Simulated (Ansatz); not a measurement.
# LiF (NiAs type): Wannier functions and tight-binding models

Aim: build maximally localised Wannier functions for LiF (NiAs type) from several sets of trial orbitals, and check spreads and centres, and how well the models interpolate the bands. The runs, in order: PBE, anion s p, 9×9×4; PBE, anion s p, 6×6×2; PBE, anion s p, 12×12×6; PBE, anion p, 9×9×4; PBE, cation s and anion p, disentangled, 9×9×4; r2SCAN, anion s p, 9×9×4; r2SCAN, anion p, 9×9×4; r2SCAN, cation s and anion p, disentangled, 9×9×4; HSE06, anion s p, 9×9×4; HSE06, cation s and anion p, disentangled, 9×9×4 (level, trial orbitals, Wannier mesh).

Method: plane waves, PAW, in Ansatz 0.2.0.

## Step 1: The starting structure

Symmetry: P6_3/mmc, No. 194, hexagonal system. Conventional cell: a = 2.776 Å, b = 2.776 Å, c = 4.783 Å, α = 90.00°, β = 90.00°, γ = 120.00°. Around Li (site symmetry -3m) lie 6 F at 2.00 Å. Around F (site symmetry -6m2) lie 6 Li at 2.00 Å.

As a file:

```cif
data_structure
_symmetry_space_group_name_H-M 'P6_3/mmc'
_symmetry_Int_Tables_number 194
_cell_length_a 2.7757
_cell_length_b 2.7757
_cell_length_c 4.7827
_cell_angle_alpha 90.000
_cell_angle_beta 90.000
_cell_angle_gamma 120.000
_cell_volume 31.91
loop_
_atom_site_label
_atom_site_type_symbol
_atom_site_symmetry_multiplicity
_atom_site_Wyckoff_symbol
_atom_site_fract_x
_atom_site_fract_y
_atom_site_fract_z
_atom_site_occupancy
Li1 Li 2 a 0.00000 0.00000 0.00000 1
F1 F 2 c 0.33333 0.66667 0.25000 1
```

The cell was relaxed beforehand with r2SCAN; those runs aren't shown.

## Step 2: PBE, anion s p, 9×9×4

input.yaml reads:

```yaml
crystal:
  lattice:
    - [2.7757075659, 0.0, 0.0]
    - [-1.3878537829, 2.4038332655, 0.0]
    - [0.0, 0.0, 4.782693844]
  atoms:
    - { symbol: Li, position: [0.0, 0.0, 0.0] }
    - { symbol: Li, position: [0.0, 0.0, 0.5] }
    - { symbol: F, position: [0.3333333333, 0.6666666667, 0.25] }
    - { symbol: F, position: [0.6666666667, 0.3333333333, 0.75] }
kpoints:
  mp_grid: { grid: [9, 9, 4] }
  band_path:
    path:
      - [[0.0, 0.0, 0.0], [0.5, 1.377253256512e-16, 0.0], [0.3333333333333, 0.3333333333333, 0.0], [0.0, 0.0, 0.0], [0.0, 0.0, 0.5], [0.5, 1.377253256512e-16, 0.5], [0.3333333333333, 0.3333333333333, 0.5], [0.0, 0.0, 0.5]]
      - [[0.5, 1.377253256512e-16, 0.5], [0.5, 1.377253256512e-16, 0.0]]
      - [[0.3333333333333, 0.3333333333333, 0.5], [0.3333333333333, 0.3333333333333, 0.0]]
    npoints: 10
hamiltonian:
  xc: pbe
scf:
  occupations: { method: fixed }
  n_extra_bands: 6
output:
  forces: false
  stress: false
  eigenvalues: true
  wannier:
    kmesh: [9, 9, 4]
    projections: [{ species: F, l: s, shell: 2 }, { species: F, l: p, shell: 2 }]
    minimise: true
    write_hr: true
    conv_tol: 1.0e-08
    max_iter: 3000
```

Run with:

```
> ansatz run input.yaml --threads 4 --pin off --max-ram 3686MiB --backend cpu --events-out ev --progress --plain --runs-dir out
```

After this run come: PBE, anion s p, 6×6×2; PBE, anion s p, 12×12×6; PBE, anion p, 9×9×4; PBE, cation s and anion p, disentangled, 9×9×4; r2SCAN, anion s p, 9×9×4; r2SCAN, anion p, 9×9×4; r2SCAN, cation s and anion p, disentangled, 9×9×4; HSE06, anion s p, 9×9×4; HSE06, cation s and anion p, disentangled, 9×9×4.

**Question.** What will the summary of the whole plan be? Wanted: total spread, PBE, anion s p, 9×9×4; total spread, PBE, anion s p, 6×6×2; total spread, PBE, anion s p, 12×12×6; total spread, PBE, anion p, 9×9×4; total spread, PBE, cation s and anion p, disentangled, 9×9×4; total spread, r2SCAN, anion s p, 9×9×4; total spread, r2SCAN, anion p, 9×9×4; total spread, r2SCAN, cation s and anion p, disentangled, 9×9×4; total spread, HSE06, anion s p, 9×9×4.

**Answer**, as computed:

```
                                                       quantity                         value
                            total spread, PBE, anion s p, 9×9×4      3.54 Å² over 8 functions
                            total spread, PBE, anion s p, 6×6×2      3.46 Å² over 8 functions
                          total spread, PBE, anion s p, 12×12×6      3.56 Å² over 8 functions
                              total spread, PBE, anion p, 9×9×4      3.46 Å² over 6 functions
   total spread, PBE, cation s and anion p, disentangled, 9×9×4      6.76 Å² over 8 functions
                         total spread, r2SCAN, anion s p, 9×9×4      3.47 Å² over 8 functions
                           total spread, r2SCAN, anion p, 9×9×4      3.38 Å² over 6 functions
total spread, r2SCAN, cation s and anion p, disentangled, 9×9×4      6.68 Å² over 8 functions
                          total spread, HSE06, anion s p, 9×9×4      3.45 Å² over 8 functions
 total spread, HSE06, cation s and anion p, disentangled, 9×9×4      6.68 Å² over 8 functions
                                       centres of the first set  0.29 Å from the nearest atom
```

What this shows: With PBE, anion s p, 9×9×4 the 8 functions move off the atoms, with a mean spread of 0.44 Å²; 82 % of the total is gauge invariant. The total spread goes from 3.46 Å² on 6×6×2 to 3.56 Å² on 12×12×6: finite differences in k understate it on coarse meshes, while the largest miss of a band goes from 0.01 to 0.00 eV. On one set and mesh the functional gives 3.54 (PBE), 3.47 (r2SCAN), 3.45 (HSE06) Å². The disentangled models miss some band by up to 2.0 eV, which may lie outside their frozen windows.
